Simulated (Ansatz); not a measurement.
Crystal: SnTe.

```
CELL_PARAMETERS angstrom
0.00000 3.15085 3.15085
3.15085 0.00000 3.15085
3.15085 3.15085 0.00000
ATOMIC_POSITIONS crystal
Te 0.50000 0.50000 0.50000
Sn 0.00000 0.00000 0.00000
```

* Program: Ansatz 0.2.0
* Task: relaxation of cell and atoms
* Functional: PBEsol
* Dispersion: D4
* Potentials or basis: all-electron LAPW, scalar-relativistic
* Basis error allowed: 0.001 eV/atom
* k mesh: 7 × 7 × 7
* Occupations: fermi-dirac, width 0.05 eV
* Spin: no spin polarisation

At the start: volume 31.28 Å³/atom.

Q: How do energy, volume and symmetry change on relaxing?

A: Over 4 steps the energy falls by 5.4 meV/atom and the volume is 30.25 Å³/atom (-3.3 %); space group Fm-3m (No. 225, to 0.05 Å).

The path:
| step | energy change (eV) | largest force (eV/Å) | volume (Å³) |
| --- | --- | --- | --- |
| 1 | 0.0000 | 0.0000 | 62.56 |
| 2 | -0.0093 | 0.0000 | 59.72 |
| 3 | -0.0107 | 0.0000 | 60.50 |
| 4 | -0.0107 | 0.0000 | 60.50 |

Final structure:
```
CELL_PARAMETERS angstrom
0.00000 3.11590 3.11590
3.11590 0.00000 3.11590
3.11590 3.11590 0.00000
ATOMIC_POSITIONS crystal
Te 0.50000 0.50000 0.50000
Sn 0.00000 0.00000 0.00000
```
